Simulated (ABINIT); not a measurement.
# BaO (Fm-3m): G0W0 with and without spin-orbit coupling

Is the spin-orbit change of the gap of BaO (Fm-3m) the same in DFT and in GW?

Main program and level: ABINIT 10.8.3; PBE and many-body steps on it, plane waves.

The database entry behind the starting cell differs from later determinations by our own check (about 0.7 % short), so it need not match the best structure at ambient conditions.

### 1. Starting point

It takes space group Fm-3m (No. 225, cubic). The conventional cell has a = 5.500 Å, b = 5.500 Å, c = 5.500 Å, α = 90.00°, β = 90.00°, γ = 90.00°. Ba has 6 O at 2.75 Å nearest. Nearest to O lie 6 Ba at 2.75 Å. Farther neighbours and most contacts between anions are not listed.

The cell and positions come from the Crystallography Open Database and are kept as given unless a step says otherwise. Spin-orbit coupling is left out unless a step names it.

### 2. Empty states on the mesh, 4×4×4 mesh, 96 bands

This step: ABINIT 10.8.3; DFT, PBE, plane waves, norm-conserving pseudopotentials.

The sums over transitions need many empty states on a uniform mesh; this step solves for them.

The input, run.abi:

```
acell 3*1.0 Angstrom
rprim 
  -0.000000000000 2.750000000000 2.750000000000
  2.750000000000 -0.000000000000 2.750000000000
  2.750000000000 2.750000000000 -0.000000000000
ntypat 2
znucl 56 8
natom 2
typat 1 2
xred 
  0.000000000000 0.000000000000 0.000000000000
  0.500000000000 0.500000000000 0.500000000000
pp_dirpath "pseudos"
pseudos "Ba.upf, O.upf"
ecut 36
ngkpt 4 4 4
nshiftk 1
shiftk 0 0 0
kptopt 1
chksymbreak 0
irdden 1
istwfk *1
nband 96
prtvol 0
optdriver 6
gwr_task "HDIAGO"
paral_kgb 0
occopt 1
indata_prefix "in"
outdata_prefix "out"
tmpdata_prefix "tmp"
```

Command:

```console
> OMP_NUM_THREADS=1 mpirun -n 4 abinit run.abi > log
```

Numbers of over 12 decimals in the logs are rounded to 6 here.

What it wrote:

```text
.Version 10.8.3 of ABINIT. v10.8.2 released Aug 2026.

 Symmetries : space group Fm -3 m (#225); Bravais cF (face-center cubic)
[... echo of the input left out ...]
== DATASET  1 ==================================================================
-   mpi_nproc: 4, omp_nthreads: 1 (-1 if OMP is not activated)

--- !DatasetInfo
iteration_state: {dtset: 1, }
dimensions: {natom: 2, nkpt: 8, mband: 96, nsppol: 1, nspinor: 1, nspden: 1, mpw: 2914, }
cutoff_energies: {ecut:  36.0, pawecutdg:  -1.0, }
[...]
Direct band gap semiconductor
 Fundamental gap:     1.938 (eV)
   VBM:     5.775 (eV) at k: [ 5.0000E-01,  5.0000E-01,  0.0000E+00]
   CBM:     7.713 (eV) at k: [ 5.0000E-01,  5.0000E-01,  0.0000E+00]
 Direct gap:         1.938 (eV) at k: [ 5.0000E-01,  5.0000E-01,  0.0000E+00]

== END DATASET(S) ==============================================================
================================================================================

 -outvars: echo values of variables after computation  --------
           etotal      0.0000000000E+00
            nband          96
             nkpt           8
          spgroup         225
 [... the other variables as echoed above ...]

 Calculation completed.
```

Elapsed: 32 s, on 4 MPI ranks of Arm Neoverse V2, shared host; peak memory 2 GiB.

This step gave:

- gap: 1.938 eV
- k of the valence top: 0.5, 0.5, 0
- k of the conduction bottom: 0.5, 0.5, 0
- least direct gap: 1.938 eV
- k points computed: 8
- lowest point of the top converged band, above the valence top: 78.2211 eV

On this mesh the gap is 1.938 eV.

The density comes from a self-consistent run that is not shown.

### 3. Screening, 4×4×4 mesh, 88 bands, screening to 149.7 eV

The RPA dielectric matrix is built and inverted for each q.

This step: RPA screening on PBE, plane waves, norm-conserving pseudopotentials.

run.abi, as its differences from that of step 2:

```diff
@@ -20,10 +20,11 @@
 chksymbreak 0
-irdden 1
 istwfk *1
-nband 96
-prtvol 0
-optdriver 6
-gwr_task "HDIAGO"
-paral_kgb 0
 occopt 1
+irdwfk 1
+optdriver 3
+nband 88
+ecuteps 5.5
+inclvkb 0
+awtr 1
+symchi 1
 indata_prefix "in"
```

What it wrote:

```text
.Version 10.8.3 of ABINIT. v10.8.2 released Aug 2026.

 Symmetries : space group Fm -3 m (#225); Bravais cF (face-center cubic)
[... echo of the input left out ...]
== DATASET  1 ==================================================================
-   mpi_nproc: 4, omp_nthreads: 1 (-1 if OMP is not activated)

--- !DatasetInfo
iteration_state: {dtset: 1, }
dimensions: {natom: 2, nkpt: 8, mband: 88, nsppol: 1, nspinor: 1, nspden: 1, mpw: 2914, }
cutoff_energies: {ecut:  36.0, pawecutdg:  -1.0, }
electrons: {nelect:   1.60000000E+01, charge:   0.00000000E+00, occopt:   1.00000000E+00, tsmear:   1.00000000E-02, }

 SCREENING: Calculation of the susceptibility and dielectric matrices

 Based on a program developped by R.W. Godby, V. Olevano, G. Onida, and L. Reining.
 Incorporated in ABINIT by V. Olevano, G.-M. Rignanese, and M. Torrent.
.Using double precision arithmetic ; gwpc =  8

[... cell and pseudopotentials left out ...]
--------------------------------------------------------------------------------

 ==== K-mesh for the wavefunctions ====
 Number of points in the irreducible wedge :     8
[... list of points left out ...]
 Together with 48 symmetry operations and time-reversal symmetry
 yields    64 points in the full Brillouin Zone.

 ==== Q-mesh for the screening function ====
 Number of points in the irreducible wedge :     8
[... list of points left out ...]
 Together with 48 symmetry operations and time-reversal symmetry
 yields    64 points in the full Brillouin Zone.

 setmesh: FFT mesh size selected  =    27x   27x   27
          total number of points  =        19683

 vcoul_init : cutoff-mode = AUXILIARY_FUNCTION
 q-points for optical limit:   1
     1)      0.000010    0.000020    0.000030

- screening: taking advantage of time-reversal symmetry
- Maximum band index for partially occupied states nbvw = 8
- Remaining bands to be divided among processors   nbcw = 80
- Number of bands treated by each node ~20

 Number of electrons calculated from density =   16.0000; Expected =   16.0000
 average of density, n =  0.057003
 r_s =    1.6119
 omega_plasma =   23.0305 [eV]

 calculating chi0 at frequencies [eV] :
  1    0.000000E+00    0.000000E+00
  2    0.000000E+00    2.303049E+01

--------------------------------------------------------------------------------
  q-point number  1        q = ( 0.000000, 0.000000, 0.000000) [r.l.u.]
--------------------------------------------------------------------------------
[... chi0 elements left out ...]
 For q-point:  0.000010 0.000020 0.000030
  dielectric constant =   4.6007
  dielectric constant without local fields =   5.0812

  Average fulfillment of the sum rule on Im[epsilon] for q-point    1 :     78.64  [%]
[... wings left out ...]
  q-point number  2        q = ( 0.250000, 0.000000, 0.000000) [r.l.u.]
--------------------------------------------------------------------------------
[... chi0 elements left out ...]
  Average fulfillment of the sum rule on Im[epsilon] for q-point    2 :     91.20  [%]

 [... 6 further q-points ...]
```

The job ended after 9.8 s (4 MPI ranks; peak memory 0.6 GiB).

This step gave:

```yaml
eps_infinity_with_local_fields_on_this_mesh_along_the_program_s_q_direction: 4.601
the_same_without_local_fields: 5.081
plasma_frequency: 23.03 eV
plane_waves_in_the_screening_matrix: 169
```

Local fields lower ε∞ by 9 %. On a Γ-centred mesh this coarse the value itself is usually too large, while a short band sum pulls it down.

### 4. Scalar-relativistic

The self-energy is evaluated for the states that the input lists, and the levels follow from it, in one-shot runs by the linearised quasiparticle equation.

This step: G0W0 on PBE, plane waves, norm-conserving pseudopotentials.

run.abi, as its differences from that of step 3:

```diff
@@ -23,8 +23,17 @@
 irdwfk 1
-optdriver 3
+optdriver 4
 nband 88
+gwcalctyp 0
+ecutsigx 36
+symsigma 1
+nkptgw 2
+kptgw 
+  0.5000000000 0.5000000000 0.0000000000
+  0.0000000000 0.0000000000 0.0000000000
+bdgw 
+  6 10
+  6 12
 ecuteps 5.5
-inclvkb 0
-awtr 1
-symchi 1
+irdscr 1
+ppmodel 1
 indata_prefix "in"
```

What it wrote:

```text
.Version 10.8.3 of ABINIT. v10.8.2 released Aug 2026.

 Symmetries : space group Fm -3 m (#225); Bravais cF (face-center cubic)
[... echo of the input left out ...]
== DATASET  1 ==================================================================
-   mpi_nproc: 4, omp_nthreads: 1 (-1 if OMP is not activated)

--- !DatasetInfo
iteration_state: {dtset: 1, }
dimensions: {natom: 2, nkpt: 8, mband: 88, nsppol: 1, nspinor: 1, nspden: 1, mpw: 2914, }
cutoff_energies: {ecut:  36.0, pawecutdg:  -1.0, }
electrons: {nelect:   1.60000000E+01, charge:   0.00000000E+00, occopt:   1.00000000E+00, tsmear:   1.00000000E-02, }

 SIGMA: Calculation of the GW corrections

 Based on a program developped by R.W. Godby, V. Olevano, G. Onida, and L. Reining.
 Incorporated in ABINIT by V. Olevano, G.-M. Rignanese, and M. Torrent.
.Using double precision arithmetic ; gwpc =  8

[... cell and pseudopotentials left out ...]
--------------------------------------------------------------------------------

 ==== K-mesh for the wavefunctions ====
 Number of points in the irreducible wedge :     8
[... list of points left out ...]
 Together with 48 symmetry operations and time-reversal symmetry
 yields    64 points in the full Brillouin Zone.

 ==== Q-mesh for screening function ====
 Number of points in the irreducible wedge :     8
[... list of points left out ...]
 Together with 48 symmetry operations and time-reversal symmetry
 yields    64 points in the full Brillouin Zone.

 vcoul_init : cutoff-mode = AUXILIARY_FUNCTION
 q-points for optical limit:   1
     1)      0.000010    0.000020    0.000030
 setmesh: FFT mesh size selected  =    40x   40x   40
          total number of points  =        64000

 Number of electrons calculated from density =   16.0000; Expected =   16.0000
 average of density, n =  0.057003
 r_s =    1.6119
 omega_plasma =   23.0305 [eV]

 === KS Band Gaps ===
  >>>> For spin  1
   Minimum direct gap =   1.9384 [eV], located at k-point      :   0.5000  0.5000  0.0000
   Fundamental gap    =   1.9384 [eV], Top of valence bands at :   0.5000  0.5000  0.0000
                                       Bottom of conduction at :   0.5000  0.5000  0.0000
 SIGMA fundamental parameters:
 PLASMON POLE MODEL  1
 number of plane-waves for SigmaX                 2891
 number of plane-waves for SigmaC and W            169
 number of plane-waves for wavefunctions          2891
 number of bands                                    88
 number of independent spin polarizations            1
 number of spinorial components                      1
 number of k-points in IBZ                           8
 number of q-points in IBZ                           8
 number of symmetry operations                      48
 number of k-points in BZ                           64
 number of q-points in BZ                           64
 number of frequencies for dSigma/dE                 9
 frequency step for dSigma/dE [eV]                0.25
 number of omega for Sigma on real axis              0
 max omega for Sigma on real axis  [eV]           0.00
 zcut for avoiding poles [eV]                     0.10

 EPSILON^-1 parameters (SCR file):
 dimension of the eps^-1 matrix on file            169
 dimension of the eps^-1 matrix used               169
 number of plane-waves for wavefunctions          2891
 number of bands                                    88
 number of q-points in IBZ                           8
 number of frequencies                               2
 number of real frequencies                          1
 number of imag frequencies                          1

 matrix elements of self-energy operator (all in [eV])

 Perturbative Calculation

--- !SelfEnergy_ee
iteration_state: {dtset: 1, }
kpoint     : [   0.500,    0.500,    0.000, ]
spin       : 1
KS_gap     :    1.938
QP_gap     :    2.779
Delta_QP_KS:    0.841
data: !SigmaeeData |
     Band     E0 <VxcDFT>   SigX SigC(E0)      Z dSigC/dE  Sig(E)    E-E0       E
        6   5.561 -18.626 -23.551   4.365   0.765  -0.306 -19.055  -0.429   5.132
        7   5.561 -18.626 -23.551   4.365   0.765  -0.306 -19.055  -0.429   5.132
        8   5.775 -18.635 -23.382   4.189   0.770  -0.299 -19.064  -0.429   5.345
        9   7.713  -8.670  -4.499  -3.684   0.844  -0.185  -8.259   0.412   8.124
       10  11.860 -11.622  -6.690  -3.928   0.833  -0.201 -10.786   0.836  12.695

--- !SelfEnergy_ee
iteration_state: {dtset: 1, }
kpoint     : [   0.000,    0.000,    0.000, ]
spin       : 1
KS_gap     :    4.097
QP_gap     :    4.951
Delta_QP_KS:    0.854
data: !SigmaeeData |
     Band     E0 <VxcDFT>   SigX SigC(E0)      Z dSigC/dE  Sig(E)    E-E0       E
        6   5.336 -18.454 -23.546   4.495   0.762  -0.312 -18.908  -0.455   4.881
[...]
10  10.476  -9.825  -4.967  -4.009   0.838  -0.193  -9.113   0.712  11.188
       11  10.476  -9.825  -4.967  -4.009   0.838  -0.193  -9.113   0.712  11.188
       12  10.476  -9.825  -4.967  -4.009   0.838  -0.193  -9.113   0.712  11.188

== END DATASET(S) ==============================================================
================================================================================

 -outvars: echo values of variables after computation  --------
           etotal      0.0000000000E+00
            nband          88
             nkpt           8
          spgroup         225
 [... the other variables as echoed above ...]

 Calculation completed.
```

It took 5.6 s on 4 MPI ranks; peak memory 0.58 GiB.

Numbers from this step:

```yaml
g0w0_gap_on_the_points_computed: 2.779 eV
starting_gap_on_the_mesh: 1.938 eV
k_of_the_valence_top: 0.5, 0.5, 0
k_of_the_conduction_bottom: 0.5, 0.5, 0
z_at_the_valence_top: 0.77
z_at_the_conduction_bottom: 0.844
least_direct_g0w0_gap_on_the_computed_points: 2.779 eV
```

The gap on the mesh goes from 1.94 eV to 2.78 eV, a correction of +0.84 eV.

### 5. Empty states on the mesh, 4×4×4 mesh, 192 bands

This step: DFT, PBE with spin-orbit coupling, plane waves, norm-conserving pseudopotentials.

run.abi, as its differences from that of step 4:

```diff
@@ -15,2 +15,3 @@
 ecut 36
+nspinor 2
 ngkpt 4 4 4
@@ -20,20 +21,10 @@
 chksymbreak 0
+iscf -2
+irdden 1
 istwfk *1
-occopt 1
-irdwfk 1
-optdriver 4
-nband 88
-gwcalctyp 0
-ecutsigx 36
-symsigma 1
-nkptgw 2
-kptgw 
-  0.5000000000 0.5000000000 0.0000000000
-  0.0000000000 0.0000000000 0.0000000000
-bdgw 
-  6 10
-  6 12
-ecuteps 5.5
-irdscr 1
-ppmodel 1
+nband 192
+nbdbuf 16
+tolwfr 1e-09
+nstep 60
+prtvol 0
 indata_prefix "in"
```

What it wrote:

```text
.Version 10.8.3 of ABINIT. v10.8.2 released Aug 2026.

 Symmetries : space group Fm -3 m (#225); Bravais cF (face-center cubic)
[... echo of the input left out ...]
== DATASET  1 ==================================================================
-   mpi_nproc: 4, omp_nthreads: 1 (-1 if OMP is not activated)

--- !DatasetInfo
iteration_state: {dtset: 1, }
dimensions: {natom: 2, nkpt: 8, mband: 192, nsppol: 1, nspinor: 2, nspden: 1, mpw: 2914, }
cutoff_energies: {ecut:  36.0, pawecutdg:  -1.0, }
[...]
3.27887    3.27887    3.32670    3.32670    3.37492    3.37535    3.37583    3.37736
   3.37904    3.37936    3.37956    3.37971    3.38011    3.38023    3.38037    3.38067
 prteigrs : prtvol=0 or 1, do not print more k-points.

== END DATASET(S) ==============================================================
================================================================================

 -outvars: echo values of variables after computation  --------
            nband         192
             nkpt           8
          spgroup         225
 [... the other variables as echoed above ...]

 Calculation completed.
```

The job ended after 86 s (4 MPI ranks; peak memory 0.45 GiB; 5.7 min of CPU time).

This step gave:

```
gap                                                           : 1.888 eV
k of the valence top                                          : 0.5, 0.5, 0
k of the conduction bottom                                    : 0.5, 0.5, 0
least direct gap                                              : 1.888 eV
k points computed                                             : 8
lowest point of the top converged band, above the valence top : 78.1636 eV
```

On this mesh the gap is 1.888 eV.

The density comes from a self-consistent run that is not shown, made with spin-orbit coupling and fully relativistic files.

### 6. Screening, 4×4×4 mesh, 176 bands, screening to 149.7 eV

This step: RPA screening on PBE with spin-orbit coupling, plane waves, norm-conserving pseudopotentials.

run.abi, as its differences from that of step 5:

```diff
@@ -21,10 +21,11 @@
 chksymbreak 0
-iscf -2
-irdden 1
 istwfk *1
-nband 192
-nbdbuf 16
-tolwfr 1e-09
-nstep 60
-prtvol 0
+occopt 1
+irdwfk 1
+optdriver 3
+nband 176
+ecuteps 5.5
+inclvkb 0
+awtr 1
+symchi 1
 indata_prefix "in"
```

What it wrote:

```text
.Version 10.8.3 of ABINIT. v10.8.2 released Aug 2026.

 Symmetries : space group Fm -3 m (#225); Bravais cF (face-center cubic)
[... echo of the input left out ...]
== DATASET  1 ==================================================================
-   mpi_nproc: 4, omp_nthreads: 1 (-1 if OMP is not activated)

--- !DatasetInfo
iteration_state: {dtset: 1, }
dimensions: {natom: 2, nkpt: 8, mband: 176, nsppol: 1, nspinor: 2, nspden: 1, mpw: 2914, }
cutoff_energies: {ecut:  36.0, pawecutdg:  -1.0, }
electrons: {nelect:   1.60000000E+01, charge:   0.00000000E+00, occopt:   1.00000000E+00, tsmear:   1.00000000E-02, }

 SCREENING: Calculation of the susceptibility and dielectric matrices

 Based on a program developped by R.W. Godby, V. Olevano, G. Onida, and L. Reining.
 Incorporated in ABINIT by V. Olevano, G.-M. Rignanese, and M. Torrent.
.Using double precision arithmetic ; gwpc =  8

[... cell and pseudopotentials left out ...]
--------------------------------------------------------------------------------

 ==== K-mesh for the wavefunctions ====
 Number of points in the irreducible wedge :     8
[... list of points left out ...]
 Together with 48 symmetry operations and time-reversal symmetry
 yields    64 points in the full Brillouin Zone.

 ==== Q-mesh for the screening function ====
 Number of points in the irreducible wedge :     8
[... list of points left out ...]
 Together with 48 symmetry operations and time-reversal symmetry
 yields    64 points in the full Brillouin Zone.

 setmesh: FFT mesh size selected  =    27x   27x   27
          total number of points  =        19683

 vcoul_init : cutoff-mode = AUXILIARY_FUNCTION
 q-points for optical limit:   1
     1)      0.000010    0.000020    0.000030

- screening: taking advantage of time-reversal symmetry
- Maximum band index for partially occupied states nbvw = 16
- Remaining bands to be divided among processors   nbcw = 160
- Number of bands treated by each node ~40

 Number of electrons calculated from density =   16.0000; Expected =   16.0000
 average of density, n =  0.057003
 r_s =    1.6119
 omega_plasma =   23.0305 [eV]

 calculating chi0 at frequencies [eV] :
  1    0.000000E+00    0.000000E+00
  2    0.000000E+00    2.303049E+01

--------------------------------------------------------------------------------
  q-point number  1        q = ( 0.000000, 0.000000, 0.000000) [r.l.u.]
--------------------------------------------------------------------------------
[... chi0 elements left out ...]
 For q-point:  0.000010 0.000020 0.000030
  dielectric constant =   4.6029
  dielectric constant without local fields =   5.0829

  Average fulfillment of the sum rule on Im[epsilon] for q-point    1 :     78.69  [%]
[... wings left out ...]
  q-point number  2        q = ( 0.250000, 0.000000, 0.000000) [r.l.u.]
--------------------------------------------------------------------------------
[... chi0 elements left out ...]
  Average fulfillment of the sum rule on Im[epsilon] for q-point    2 :     91.61  [%]

 [... 6 further q-points ...]
```

It took 83 s on 4 MPI ranks; peak memory 1.6 GiB; 5.6 min of CPU time.

Numbers from this step:

```yaml
eps_infinity_with_local_fields_on_this_mesh_along_the_program_s_q_direction: 4.603
the_same_without_local_fields: 5.083
plasma_frequency: 23.03 eV
plane_waves_in_the_screening_matrix: 169
```

[end of part 1 of 2]

[Paths, hosts, dates, memory and timing lines, banners, echoed tables and standing remarks are left out of the program output.]

[Logs are printed without paths, hosts, clocks, repeated set-up lines and the standing remarks that a program may print on its own settings, such as how far it seeks lower states.]

[Runs of the session that timed out or met a known fault of the program may be left out.]

[Hosts, paths, dates, database ids (printed as entryN), source tags and the programs' standing remarks are cut or masked in the printed files.]

[G0W0 gaps are taken among the corrected bands and points alone; a level outside them can change the order at an edge.]

[Where Ansatz stands beside ABINIT at settings called matched, ABINIT's density can come from a denser mesh and the files from another edition; pairs whose starting gaps differed by over 0.03 eV were left out, so agreement reads better than it is.]
